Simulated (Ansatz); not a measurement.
The system is Sb.

```
Sb
1.0
     3.35453    0.00000    0.00000
    -1.67727    2.90511    0.00000
     0.00000    0.00000    5.47016
Sb
2
Direct
  0.66667 0.33333 0.75000
  0.33333 0.66667 0.25000
```

This isn't the form of Sb at room conditions, which is rhombohedral.

Base run:

| Item | Value |
| --- | --- |
| Program | Ansatz 0.2.0 |
| Functional | r2SCAN |
| Potentials or basis | Ansatz PAW |
| Cutoff | 500 eV |
| Density cutoff | 2000 eV |
| k mesh | 7 × 7 × 4 |
| Occupations | fermi-dirac, width 0.05 eV |
| Spin | spin-orbit coupling, no magnetisation |

Its results: band gap on the k mesh none (metal or under the smearing width); pressure 1.2 GPa.

Q: After a change of settings the same cell gave: band gap on the k mesh none (metal or under the smearing width); pressure -2.2 GPa. Which change was it?
A. functional from r2SCAN to LDA; cutoff from 500 eV to 420 eV; density cutoff from 2000 eV to 1680 eV
B. functional from r2SCAN to PBEsol; cutoff from 500 eV to 420 eV; density cutoff from 2000 eV to 1680 eV
C. k mesh from 7 × 7 × 4 to 9 × 9 × 5; spin from spin-orbit coupling, no magnetisation to no spin polarisation; potential files from those of the base run to others of the same set

A: A.

Caveats: the PAW data sets come from PBE, with cores solved anew for the run's functional, which leaves a small shift of forces and pressure.

Not every run made on this cell is shown here.
